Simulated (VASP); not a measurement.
Runs of VASP 6.6.1 on Pt. It takes space group Fm-3m (No. 225, cubic). Conventional cell: a = 3.922 Å, b = 3.922 Å, c = 3.922 Å, α = 90.00°, β = 90.00°, γ = 90.00°. Around Pt (site symmetry m-3m) lie 12 Pt at 2.77 Å. 

| task | level | potentials or basis | spin | U | cell | k mesh | cutoff (eV) | smearing | LDAUTYPE | hund's J | optimiser | grid for exact exchange (PRECFOCK) | other keys | mesh quality | pressure (GPa) |
| --- | --- | --- | --- | --- | --- | --- | --- | --- | --- | --- | --- | --- | --- | --- | --- |
| optical spectrum | r2SCAN+D4+U | VASP PAW PBE potentials, release 64 (Pt) | SOC, no magnetisation | Pt d U = 6.2 eV | as given | 9 × 9 × 9 | 520 | methfessel-paxton 0.02 eV | - | - | - | - | ISMEAR = 1; SIGMA = 0.02 | not flagged | (a) |
| relaxation of the atoms | LDA+U | VASP PAW LDA potentials, release 64 (Pt) | off | Pt d U = 6 eV, J = 1.0 eV | atoms relaxed from: cell strained at random at fixed volume | 12 × 12 × 12 | 520 | methfessel-paxton 0.1 eV | 2 | 1 | LBFGS | - | - | not flagged | -22.0 |
| relaxation of the atoms | HSEsol | VASP PAW PBE potentials, release 64 (Pt) | SOC, no magnetisation | - | atoms relaxed from: volume scaled by 1.04 | 6 × 6 × 6 | 520 | methfessel-paxton 0.2 eV | - | - | - | Normal | - | coarse | -16.8 |
| optical spectrum | LDA+U | VASP PAW LDA potentials, release 64 (Pt) | collinear, ferromagnetic start, SOC | Pt d U = 1 eV | as given | 9 × 9 × 9 | 600 | gaussian 0.1 eV | - | - | - | - | ENCUT = 600 | not flagged | -8.3 |

Question: Estimate the missing entries.

Answer: (a) -16.0.

Caveats: some runs use coarse meshes; the U is typed as a test and isn't derived for this compound (some runs); spectra need much finer meshes, so this one isn't converged (some runs); independent-particle spectra lack excitons (some runs); the PAW data sets were made with another functional, which shifts forces and pressure a little (some runs); the relaxation stopped at its first step, so nothing moved (some runs); U without spin polarisation on a metal has little footing (some runs).
